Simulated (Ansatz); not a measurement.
Ni3Ge: an elastic constant from a strain scan

The calculation used DFT PBEsol, scalar-relativistic, plane waves, PAW in Ansatz. Settings: plane waves to 420 eV, k-mesh 14×14×14 (Γ-centred), Gaussian smearing 0.15 eV. No spin polarisation. A magnetic state may lie lower. Energies are free energies at this smearing, counted from the undisturbed cell; pressure is positive in compression.

The starting cell (relaxed at this level; it needn't be the usual structure):

```
Ni Ge
1.0
     3.52491    0.00000    0.00000
     0.00000    3.52491    0.00000
     0.00000    0.00000    3.52491
Ni Ge
3 1
Direct
  0.50000 0.00000 0.50000
  0.00000 0.50000 0.50000
  0.50000 0.50000 0.00000
  0.00000 0.00000 0.00000
```

The cell is strained by ε times the Voigt pattern (0, 0, 0, 0, 0, 1) (xx, yy, zz, yz, xz, xy; engineering shear) with fractional coordinates fixed. The cell holds 4 atoms in V0 = 43.80 Å³. The stress column is τ = (1/V0) dE/dε, got from the stress tensor σ (compression positive) at each point as −det(1 + εP) σ : P(1 + εP)⁻¹, with P the pattern as a tensor.

```
      ε  ΔE (meV/atom)  τ (GPa)
-0.0350          5.111   -4.288
-0.0300          3.751   -3.669
-0.0250          2.604   -3.052
-0.0200          1.666   -2.438
-0.0150          0.937   -1.827
-0.0100          0.417   -1.217
-0.0050          0.104   -0.608
 0.0000          0.000    0.000
 0.0050          0.104    0.608
 0.0100          0.417    1.217
 0.0150          0.937    1.827
 0.0200          1.666    2.438
 0.0250          2.604    3.052
 0.0300          3.751    3.669
 0.0350          5.111    4.288
 0.0400              ?        ?
```

Which combination of elastic constants does this scan measure, and how large is it?

For small ε, τ = τ0 + Kε with K = pᵀCp, which for this pattern is C44 in the cubic axes. The parabola through τ at ε = -0.0050, 0 and 0.0050 has slope K = 122 GPa at zero. The energies per cell, E = NΔE, of the same two points give K = 2[E(ε₊)/ε₊ − E(ε₋)/ε₋]/[(ε₊ − ε₋)V0] = 122 GPa, in agreement.

Predict the withheld row at ε = 0.0400 from the harmonic law, and compare.

ΔE = V0(τ0 ε + Kε²/2)/N = 6.651 meV/atom and τ = 4.87 GPa. The calculation gives 6.682 meV/atom and 4.91 GPa, a miss of 0.5 % of the harmonic energy, so the harmonic law still holds here.

In a metal these slopes depend on the k mesh and the smearing.

Cost: 9 runs of about 6.3 core-minutes in all, on Oxide Virtual Turin-like Processor (Zen 5) (shared hosts).